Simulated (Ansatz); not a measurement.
Here is the system:

BeO (wurtzite)

```
BeO
1.0
    2.71166     0.00000     0.00000
   -1.35583     2.34837     0.00000
    0.00000     0.00000     4.40429
Be O
2 2
Cartesian
  1.35583   0.78279   0.00655
  0.00000   1.56558   2.20870
  1.35583   0.78279   2.74701
  0.00000   1.56558   0.54486
```

Equation-of-state scan: isotropic scaling of the cell above, V₀ being its volume. The atoms relax within the cell's symmetry.

Level of theory: PBE (plane waves to 420 eV, PAW, scalar-relativistic; Ansatz, an electronic-structure program). k mesh 14×14×8 (Γ-centred), Fermi-Dirac smearing 0.05 eV. Energies are smeared free energies. Compression counts positive. With the shape held, the modulus is that of even scaling; a crystal free to change shape is softer. BeO was relaxed with its symmetry unable to fall. The PAW data are Ansatz's earlier set. The zero of ΔE is the relaxed starting cell.

The scan covers V/V₀ from 0.840 to 1.160 in 11 points.

What is the fitted pressure derivative B₀′?

3.7.

What bulk modulus at fixed cell shape B₀ follows from a third-order Birch-Murnaghan fit?

209 GPa.

(Under strain, the slope of the energy per volume gives the stress and its curvature an elastic modulus.)
